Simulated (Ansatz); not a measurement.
# AgCl: stress in a strained cell

Aim: deform AgCl (equal xy, yz and zx engineering shear strains of +1 %) and compute stress, forces and field gradients with LAPW, PAW and all-electron datasets made for the crystal.

Program: Ansatz 0.2.0. Level of theory: DFT PBEsol, scalar-relativistic. These are calculated values, not measurements.

## 1. The structure to begin with

Symmetry: Pm-3m, No. 221, cubic system. Conventional cell: a = 3.434 Å, b = 3.434 Å, c = 3.434 Å, α = 90.00°, β = 90.00°, γ = 90.00°. Ag (site symmetry m-3m) has 8 Cl at 2.97 Å as nearest neighbours. Cl (site symmetry m-3m) is surrounded by 8 Ag at 2.97 Å.

Structure file:

```
CELL_PARAMETERS angstrom
3.43397 0.00000 0.00000
0.00000 3.43397 0.00000
0.00000 0.00000 3.43397
ATOMIC_POSITIONS crystal
Ag 0.00000 0.00000 0.00000
Cl 0.50000 0.50000 0.50000
```

Atoms are numbered in the order of the input: Ag1, Cl2.

## 2. After the deformation

Space group Pm-3m before, R-3m after.

## 3. All-electron LAPW

Contents of input.yaml:

```yaml
crystal:
  lattice:
    - [3.433973, 0.017169865, 0.017169865]
    - [0.017169865, 3.433973, 0.017169865]
    - [0.017169865, 0.017169865, 3.433973]
  atoms:
    - { symbol: Ag, position: [0.0, 0.0, 0.0] }
    - { symbol: Cl, position: [0.5, 0.5, 0.5] }
kpoints:
  mp_grid: { grid: [9, 9, 9] }
  band_path:
    path:
      - [0.0, 0.0, 0.0]
      - [0.5, 0.5, 0.5]
      - [0.5098274679, 0.4901725321, 0.5]
      - [0.5, -0.4901725321, 0.4901725321]
      - [0.5, 0.0, 0.0]
      - [0.0, 0.0, 0.0]
      - [0.4950862661, -0.4950862661, 0.0]
      - [0.5049137339, 0.0, 0.4950862661]
      - [0.5, 0.0, 0.5]
    npoints: 5
scf:
  occupations: { method: fermi_dirac, width: 0.01 }
hamiltonian:
  xc: pbesol
  pseudopotentials: { kind: all_electron, lapw: { basis_error: 0.001 } }
output:
  forces: true
  stress: true
  eigenvalues: true
```

Started as:

```bash
$ ansatz run input.yaml --threads 1 --pin off --max-ram 3072MiB --backend cpu --events-out ev --progress --plain --runs-dir out
```

## 4. Frozen-core PAW

Contents of input.yaml:

```yaml
crystal:
  lattice:
    - [3.433973, 0.017169865, 0.017169865]
    - [0.017169865, 3.433973, 0.017169865]
    - [0.017169865, 0.017169865, 3.433973]
  atoms:
    - { symbol: Ag, position: [0.0, 0.0, 0.0] }
    - { symbol: Cl, position: [0.5, 0.5, 0.5] }
kpoints:
  mp_grid: { grid: [9, 9, 9] }
scf:
  occupations: { method: fermi_dirac, width: 0.01 }
hamiltonian:
  xc: pbesol
  pseudopotentials: { kind: paw }
output:
  forces: true
  stress: true
  eigenvalues: true
  efg: { contact_densities: true }
```

## 5. Datasets made for this crystal

input.yaml: that of step 4 with these lines changed.

```diff
@@ -14,3 +14,3 @@
   xc: pbesol
-  pseudopotentials: { kind: paw }
+  pseudopotentials: { kind: all_electron, datasets: crystal }
 output:
```

(Steps that only read results are left out.)

Before running it: what results should come out? Wanted: pressure; largest shear or deviatoric stress.

**Answer**, as computed:

| quantity | value |
| --- | --- |
| pressure | LAPW -4.59, PAW -4.59, crystal datasets -4.59 GPa |
| largest shear or deviatoric stress (LAPW) | 0.15 GPa |

In words: The largest part of the stress beyond the pressure is 0.15 GPa in size; the atoms are carried along and not relaxed. No run of the undeformed cell stands beside it, so the pressure holds what the given cell had before the change. PAW: stress within 0.01 GPa of LAPW. Crystal datasets: stress within 0.01 GPa of LAPW.
